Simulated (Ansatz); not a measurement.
# Cu2O (Cuprite) (Pn-3m) in Ansatz: single point with HSEsol

Aim: the single point of Cu2O (Cuprite) with HSEsol.

Everything below comes from runs of Ansatz 0.2.0. Logs are shortened: lines on timing, memory, paths and dates and some standing lists are left out, and cuts for length are marked.

**Measured values to compare with.**

From “Importance of surface oxygen vacancies for ultrafast hot carrier relaxation and transport in Cu2O”, 2021, arxiv:2103.03167, for a bulk crystal of Cu2O: band gap 2.17 eV (direct).

How close the calculation comes is told below.

### 1 Starting point

It takes space group Pn-3m (No. 224, cubic). The conventional cell has a = 4.260 Å, b = 4.260 Å, c = 4.260 Å, α = 90.00°, β = 90.00°, γ = 90.00°. Cu (site symmetry -3m) is surrounded by 2 O at 1.84 Å. O (site symmetry -43m) has 4 Cu at 1.84 Å as nearest neighbours.

### 2 Single point, HSEsol

Contents of input.yaml:

```yaml
crystal:
  lattice:
    - [4.26, 0.0, 0.0]
    - [0.0, 4.26, 0.0]
    - [0.0, 0.0, 4.26]
  atoms:
    - { symbol: Cu, position: [0.75, 0.25, 0.75] }
    - { symbol: Cu, position: [0.75, 0.75, 0.25] }
    - { symbol: Cu, position: [0.25, 0.75, 0.75] }
    - { symbol: Cu, position: [0.25, 0.25, 0.25] }
    - { symbol: O, position: [0.5, 0.5, 0.5] }
    - { symbol: O, position: [0.0, 0.0, 0.0] }
hamiltonian:
  xc:
    exchange: hjs_pbesol
    correlation: pbesol
    exx: { coeff: 0.25, omega: 0.207 }
  pseudopotentials: { kind: paw }
kpoints:
  mp_grid: { grid: [4, 4, 4] }
scf:
  occupations: { method: fermi_dirac, width: 0.05 }
output:
  forces: true
  stress: true
  eigenvalues: true
```

Potentials or basis: Ansatz PAW.

Launch:

```bash
ansatz run input.yaml --threads 2 --pin off --max-ram 5632MiB --backend cpu --events-out ev --progress --plain --runs-dir out
```

What it wrote:

```text
Warning: output.stress: scf.convergence.dr2_threshold = 1e-7 eV (the SCF's general default) is looser than the 6e-10 eV advised for a printed stress (1e-10 eV for each atom of the cell: 6). What an SCF threshold leaves in a stress goes as its square root, and in the free energy as the threshold itself, and one threshold admits the most on a small cell: of the crystals measured, under no hybrid functional and no lock of the moments, on runs that ended without the residual-converged pass, on stresses that held no estimate of that error, the worst erred by over 100 MPa in a component at 1e-7 eV an atom and by under 5 at 1e-10. Set scf.convergence.dr2_threshold to 6e-10 eV or tighter. The threshold is an SCF's pass mark: one that does not reach it within its budget of iterations ends unconverged, or closes short of it on a stop that the run arms, and scf.convergence.dr2_threshold's page says what that costs each kind of run
Warning: output.stress: scf.exx.energy_threshold = 1e-6 eV is looser than the 6e-8 eV advised for a stress under a hybrid functional (1e-8 eV for each atom of the cell: 6). Every SCF of the exchange loop can meet its threshold on dr2 while the loop round them stops early: no threshold on dr2 bounds what that leaves in the stress. Set scf.exx.energy_threshold to 6e-8 eV or tighter. The threshold is the loop's pass mark: a loop that does not reach it within its budget of cycles ends unconverged, and scf.exx.energy_threshold's page has the law
Warning: RAYON_NUM_THREADS=2 ignored (pool sized by the plan → 2); use --threads N
Engine: ansatz 0.2.0, aarch64-unknown-linux-gnu
Pseudopotentials: kind: paw
Pseudopotential: Cu, paw, valence charge 19, recommended cutoff 420 eV (normal), Cu.paw.azcp
Pseudopotential: O, paw, valence charge 6, recommended cutoff 420 eV (normal), O.paw.azcp
Functional definition: unnamed
  parameter a_1 = 0.25
  parameter omega_1 = 0.207/angstrom
  exchange = pbe_x(mu = 0.12345679012345678) + (-a_1)*hjs_pbesol_x_sr(omega_1) + a_1*exact_x_sr(omega_1)
  correlation = pbe_c(beta = 0.046)
Crystal: 6 atoms, lattice volume = 77.309 Å³
Basis set: ecut = 420 eV, 1503 PW (Γ), exchange–correlation on 60×60×60 points (8 copies of the dense FFT grid, shifted against one another)
Bands: 53, of which v1, the nominal top of the filled ones, is band 44 counted from 1 (43 counted from 0)
Symmetry: 48 space group operations
Space group: Pn-3m (ITA 224), of the structure as read, at distance tolerance 4.3e-5 Å
k-points: 10 of 64
Non-local potential: Cu, projectors of the file, l = 0: 3, l = 1: 2, l = 2: 3, l = 3: 1
Non-local potential: O, projectors of the file, l = 0: 2, l = 1: 2, l = 2: 1
PAW form: soft (Blöchl's): semilocal exchange-correlation on the pseudo side does not see the compensation charge
PAW frozen core: Cu, regenerated for the run's functional, and the local potential with it (the file was generated under x = pbe(κ = 0.804, μ = 0.2195149727645171), c = pbe(β = 0.06672455060314922))
PAW frozen core: O, regenerated for the run's functional, and the local potential with it (the file was generated under x = pbe(κ = 0.804, μ = 0.2195149727645171), c = pbe(β = 0.06672455060314922))
PAW one-centre angular grid: Cu, 590 points (default); XC on 64 Gauss nodes
PAW one-centre angular grid: O, 110 points (default); XC on 64 Gauss nodes
Initial density: superposition of atomic densities (neutral atoms: chi_scale 0, normalization atom), corrected by the library's trained network
Initial wavefunctions: pseudopotential atomic-orbital guess
Functional: x = pbesol(κ = 0.804, μ = 0.12345679012345678), c = pbesol(β = 0.046), warm-up for x = hjs_pbesol + 0.25 (exact − hjs_pbesol) at short range (ω = 0.207 Å⁻¹), c = pbesol(β = 0.046)
SCF iter   1: F=—  HF=-27473.966800 eV  |F-HF|=—  |Δ(HF+E_count)|=         —  Δρ=2.04e-2  dr2=2.07e-1  ethr=1.77e-3  ⟨swp⟩=10.2  Hψ=2233  notcnv=0
preconditioner: auto → none  [insulator: Δε(μ)=0.493 eV  Ē_g=9.887 eV  σ=0.050 eV  W_gap=0.98  n_scr=26 (ndim 8)  ℏωp=31.6 eV  f_vac=0.023  D(μ)=0.02/eV (n_scr^D=0)]
SCF iter   2: F=—  HF=-27473.976369 eV  |F-HF|=—  |Δ(HF+E_count)|=   9.57e-3  Δρ=2.19e-2  dr2=2.26e-1  ethr=2.35e-4  ⟨swp⟩=4.2  Hψ=1554  notcnv=0
iter 3 solved again at ethr=3.43e-6 eV; its pass at ethr=2.35e-4 eV (dr2=3.01e-3 eV) is discarded
SCF iter   3: F=—  HF=-27473.917509 eV  |F-HF|=—  |Δ(HF+E_count)|=   5.89e-2  Δρ=2.28e-3  dr2=2.86e-3  ethr=3.43e-6  ⟨swp⟩=3.1  Hψ=2339  notcnv=0
SCF iter   4: F=—  HF=-27473.916978 eV  |F-HF|=—  |Δ(HF+E_count)|=   5.31e-4  Δρ=8.01e-4  dr2=1.77e-4  ethr=3.25e-6  ⟨swp⟩=3.0  Hψ=1063  notcnv=0
[... 26 lines left out ...]
SCF iter   5: F=—  HF=-27515.976726 eV  |F-HF|=—  |Δ(HF+E_count)|=   5.40e-8  Δρ=8.76e-6  dr2=4.36e-8  ethr=3.12e-11  ⟨swp⟩=3.4  Hψ=1435  notcnv=0  defer=1
SCF iter   6: F=-27515.976726 eV  HF=-27515.976726 eV  |F-HF|=6.69e-10  |Δ(HF+E_count)|=   7.17e-9  Δρ=1.07e-6  dr2=7.91e-10  ethr=3.12e-11  ⟨swp⟩=3.0  Hψ=1004  notcnv=0
SCF 3 converged in 6 iterations: F = -27515.976726 eV  dr2 = 7.91e-10
  Residual-converged pass: ⟨swp⟩=3.0  Hψ=1242  notcnv=0  max |occ|·‖R‖ = 2.3e-6 eV (tolerance 2.4e-6 eV)  dr2=7.53e-10  dr2_onsite=3.99e-10  max |Δocc| = 4.4e-18
hybrid outer 2: dexx = +3.165e-6 eV, tail = 2.12e-7 eV, Δε = 6.97e-3 eV (about 2.57e-4 eV left of the loop's levels)
Exchange kernel: α = 0.2500, screened, ω = 0.2070 Å⁻¹, Wigner–Seitz truncation, v(0) = 1048.0605 eV·Å³, q-mesh 4×4×4, nearest image of the exchange supercell L = 17.04 Å, pair-density grid 24×24×24, without the augmentation charges, whose exchange is taken in its separable form by FFT convolution over the k-point mesh (sized by the pseudopotential files, 30×30×30 at the most), smooth part of the exact exchange by density-matrix convolution
Frozen-core exchange: fock
SCF iter   1: F=—  HF=-27515.976726 eV  |F-HF|=—  |Δ(HF+E_count)|=         —  Δρ=6.04e-6  dr2=1.94e-8  ethr=1.20e-9  ⟨swp⟩=4.6  Hψ=1146  notcnv=0
preconditioner: auto → none  [insulator: Δε(μ)=1.981 eV  Ē_g=12.302 eV  σ=0.050 eV  W_gap=1.00  n_scr=26 (ndim 8)  ℏωp=31.6 eV  f_vac=0.024  D(μ)=0.00/eV (n_scr^D=0)]
SCF iter   2: F=-27515.976726 eV  HF=-27515.976726 eV  |F-HF|=1.96e-10  |Δ(HF+E_count)|=   3.29e-9  Δρ=1.08e-6  dr2=1.08e-9  ethr=2.08e-11  ⟨swp⟩=3.3  Hψ=1213  notcnv=0
SCF 4 converged in 2 iterations: F = -27515.976726 eV  dr2 = 1.08e-9
  Residual-converged pass: ⟨swp⟩=3.0  Hψ=1055  notcnv=0  max |occ|·‖R‖ = 2.3e-6 eV (tolerance 2.4e-6 eV)  dr2=1.15e-9  dr2_onsite=3.67e-10  max |Δocc| = 4.2e-19
hybrid outer 3: dexx = +3.805e-9 eV, tail = 2.96e-9 eV, Δε = 1.67e-4 eV (about 3.58e-5 eV left of the loop's levels), ΔF = 3.76e-18 eV/Å (tail 1.45e-18)
hybrid SCF converged: 3 outer / 15 inner (+5 warm-up), last move |dexx| = 3.81e-9 eV, tail = 2.96e-9 eV
Stability not checked: this state was not tested for a lower state beside it, because the functional holds exact exchange (a hybrid, or Hartree-Fock), whose exchange loop this test does not read (fock_operator; see scf.lower_state_search)
Free energy (F): -27515.976726 eV
Frozen-core exchange: fock
Harris-Foulkes:  -27515.976726 eV  (|F-HF|=1.96e-10)
Internal energy: -27515.976726 eV  (E = F + TS)
E sigma→0 (E₀):  -27515.976726 eV
Fermi energy:    10.826334 eV
--- Per-component energies (eV) ---
  E_band       = -2090.190057
  E_kinetic    = 1549.628035
  E_local      = -19839.829316  (includes V_loc(G=0)·N_el)
  E_nonlocal   = 1725.003679
  E_hartree    = 8692.820506
  E_xc         = -395.702039
  E_vxc        = -506.055197  (∫ρ·V_xc dr)
  E_exx        = -474.646210  (= α·E_x^exact, valence–valence)
  E_paw        = -6522.674804  (= ΣΔE_a)
  E_vpaw       = -1455.288294  (= ΣTr[D̂ρ^β])
  E_aug_tail   = 0.005937  (compensation charges beyond the density's cutoff)
  E_ewald      = -12250.259150
  E_core_change = -0.323374  (= ΣΔE_core)
  E_smearing   = -0.000000  (= −TS)
  E_closure    = 0.000009  (closes the sum)
  Σ components = -27515.976726   (vs F -27515.976726, Δ=0.00e0)
--- Forces (eV/Å), atoms counted from 1 ---
  atom   1  Cu     0.00000000    -0.00000000     0.00000000
  atom   2  Cu     0.00000000    -0.00000000    -0.00000000
  atom   3  Cu     0.00000000    -0.00000000     0.00000000
  atom   4  Cu    -0.00000000    -0.00000000    -0.00000000
  atom   5  O     -0.00000000    -0.00000000     0.00000000
  atom   6  O     -0.00000000    -0.00000000    -0.00000000
  max |Σ_I F_I| component: 4.05e-18 eV/Å
--- Stress (GPa, compression-positive) ---
       -2.839405      -0.000000       0.000000
       -0.000000      -2.839405       0.000000
        0.000000       0.000000      -2.839405
  P = ⅓ Tr σ = -2.8394 GPa (-28.394 kbar)
--- Band table (eV; the first three rows and the last of 10) ---
  k-point 0: bands = ["-107.1733", "-107.1717", "-107.1717", "-107.1717", "-63.2294", "-63.2146", "-63.2146", "-63.2146", "-63.0363", "-63.0363", "-63.0277", "-63.0277", "-63.0277", "-63.0228", "-63.0228", "-63.0228", "-11.8840", "-11.0746", "2.0586", "2.0586", "2.0586", "4.7321", "4.8373", "4.8373", "4.8373", "5.9772", "5.9772", "6.2854", "6.2854", "6.2854", "7.0051", "7.0051", "7.2254", "7.2254", "7.2254", "7.2367", "7.2367", "7.2367", "7.5476", "7.5476", "7.5476", "9.8017", "9.8017", "9.8017", "11.7830", "12.2447", "12.2447", "19.8355", "19.8355", "19.8355", "20.8689", "20.8689", "20.8689"]
  k-point 1: bands = ["-107.1732", "-107.1719", "-107.1716", "-107.1716", "-63.2272", "-63.2167", "-63.2145", "-63.2145", "-63.0351", "-63.0344", "-63.0290", "-63.0272", "-63.0272", "-63.0249", "-63.0234", "-63.0234", "-11.7644", "-11.1915", "2.2699", "2.3117", "2.3117", "3.8711", "4.1715", "4.1715", "5.3267", "6.1089", "6.3165", "6.3669", "6.6308", "6.6308", "7.0019", "7.0470", "7.0514", "7.1210", "7.1968", "7.1968", "7.3276", "7.4739", "7.4739", "7.6232", "7.6232", "8.3182", "9.6674", "9.6674", "12.3564", "13.1696", "13.7158", "18.3703", "19.0081", "19.4879", "19.4879", "19.8122", "19.8122"]
  k-point 2: bands = ["-107.1726", "-107.1726", "-107.1716", "-107.1716", "-63.2219", "-63.2219", "-63.2145", "-63.2145", "-63.0321", "-63.0321", "-63.0296", "-63.0296", "-63.0265", "-63.0265", "-63.0241", "-63.0241", "-11.4767", "-11.4767", "2.7895", "2.7895", "2.8986", "2.8986", "3.4299", "3.4299", "6.0974", "6.0974", "6.5024", "6.5024", "6.7784", "6.7784", "6.9245", "6.9245", "7.0562", "7.0562", "7.1243", "7.1243", "7.1678", "7.1678", "7.4118", "7.4118", "8.0754", "8.0754", "9.4721", "9.4721", "13.5978", "13.5978", "15.4010", "15.4010", "19.0353", "19.0353", "19.2833", "19.2833", "20.8571"]
  k-point 9: bands = ["-107.1720", "-107.1720", "-107.1720", "-107.1720", "-63.2289", "-63.2145", "-63.2145", "-63.2145", "-63.0355", "-63.0355", "-63.0355", "-63.0235", "-63.0235", "-63.0234", "-63.0234", "-63.0234", "-11.6940", "-11.1589", "2.2135", "2.2135", "2.2135", "3.9008", "3.9008", "3.9008", "6.0207", "6.0207", "6.0207", "6.4502", "6.4502", "6.7429", "6.7429", "6.7429", "7.1984", "7.1984", "7.1984", "7.2593", "7.2593", "7.2593", "7.4918", "7.4918", "8.8706", "9.0302", "9.0302", "9.0302", "13.5855", "13.5855", "13.5855", "16.5645", "16.5645", "16.5645", "18.4246", "19.7015", "25.6883"]
```

Wall time 37 s (2 threads of Arm Neoverse V1, shared host); peak memory 1.2 GiB.

What came out:

- Free energy: -27515.9767 eV
- Pressure: -2.8 GPa
- Band gap on the k mesh: 1.98 eV, direct

Levels at points of the mesh, in eV from the valence-band top:
```
              k point  band 40  band 41  band 42  band 43  band 44  band 45  band 46  band 47  band 48  band 49
   (0.00, 0.00, 0.00)    -2.25    -2.25     0.00     0.00     0.00     1.98     2.44     2.44    10.03    10.03
  (0.00, 0.00, -0.50)    -2.39    -1.73    -1.73    -0.33    -0.33     3.80     3.80     5.60     5.60     9.23
 (0.00, -0.50, -0.50)    -2.03    -1.75    -1.75    -0.70    -0.70     3.32     3.32     5.48     5.48     8.57
(-0.50, -0.50, -0.50)    -2.31    -0.93    -0.77    -0.77    -0.77     3.78     3.78     3.78     6.76     6.76
```

Caveat: the pressure holds a Pulay correction of +0.4 GPa for the finite cutoff; the PAW data sets come from PBE, with cores solved anew for the run's functional, which leaves a small shift of forces and pressure; the thresholds are loose for stress.

### 3 Against experiment

Step 2. Against the measured gap of Cu2O, 2.17 eV (direct; quoted in “Importance of surface oxygen vacancies for ultrafast hot carrier relaxation and transport in Cu2O”, 2021, arxiv:2103.03167), the calculated 1.98 eV is off by -0.19 eV. The value is that of HSEsol, without temperature or zero-point motion.
